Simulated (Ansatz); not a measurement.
## Ca: pressure and largest V_zz against volume scale

Results calculated with Ansatz 0.2.0, not measured. Periodic Kohn-Sham DFT of a crystal at fixed atoms, scaled to volume_scale times the given cell; pressure positive in compression, energy less spherical unpolarised free atoms, largest_vzz the field gradient of largest size among the nuclei.

The cell before it is scaled or strained (space group Cmcm, No. 63):
```
cell vectors (Å)
   1.9713    -3.3955     0.0000
   1.9713     3.3955     0.0000
   0.0000     0.0000     6.5091
atoms (fractions of the cell vectors)
Ca  0.83559  0.16441  0.25000
Ca  0.16441  0.83559  0.75000
```

Settings of every row: method frozen-core PAW; functional PBEsol; relativity scalar; k mesh 11x11x6; filling fermi-dirac; smearing width 0.05 eV; wave cutoff 420 eV; paw set soft_2.

Atom start moment: 0 on all atoms.

Limits: PAW files made with PBE; no gap: field gradients move with the k mesh; the cell comes from a prototype or a list of computed structures and needn't be the stable phase.

| row | volume scale | V (Å³/atom) | pressure (GPa) | largest V_zz (1e21 V/m^2) |
| --- | --- | --- | --- | --- |
| 1 | 0.96 | 41.826 | ? | ? |
| 2 | 0.98 | 42.698 | -0.776 | -0.486 |
| 3 | 1 | 43.568 | -1.078 | -0.449 |
| 4 | 1.02 | 44.44 | -1.354 | -0.414 |
| 5 | 1.04 | 45.312 | -1.605 | -0.381 |

Question: what pressure and largest V_zz should row 1 give?

Worked fit of pressure. Take u = (V_r/V)^(2/3) − 1 with V_r = 44.004 Å³ an atom, which is twice the finite (Eulerian) strain; such expansions in the strain, on which the Birch-Murnaghan equation of state is built, carry the rest volume and the bulk modulus. The shown rows have u = 0.02029, 0.00666, -0.00655, -0.01934. Least squares give pressure = −1.2192 + 20.874 × u + 47.9 × u² GPa; a straight line predicts inner rows, each left out in turn, worse (root mean square 0.012 against 0.0002 GPa). All shown rows lie on it to the printed digit. The withheld row has u = 0.03442, so the fit gives −1.2192 + 20.874 × (0.03442) + 47.9 × (0.03442)² = -0.444 GPa.

The calculation gave -0.445 GPa. The fit lies 0.001 GPa (0.086 % of the column's range) above it, one unit of the last digit. This row lies beyond the range of the fit.

Worked fit of largest V_zz. Take t = volume scale − 1. The shown rows have t = -0.02, 0, 0.02, 0.04. Their means are 0.01 and -0.4325 1e21 V/m^2; the sums about the means are S_tt = 0.002 and S_ty = 0.0035, whose ratio is the slope. Least squares give largest V_zz = −0.45 + 1.75 × t 1e21 V/m^2. The rows lie off it by -0.001, 0.001, 0.001, -0.001. The withheld row has t = -0.04, so the fit gives −0.45 + 1.75 × (-0.04) = -0.520 1e21 V/m^2.

The calculation gave -0.525 1e21 V/m^2. The fit lies 0.005 1e21 V/m^2 (3.5 % of the column's range) above it; its largest miss of a shown row is 0.001 1e21 V/m^2. This row lies beyond the range of the fit.
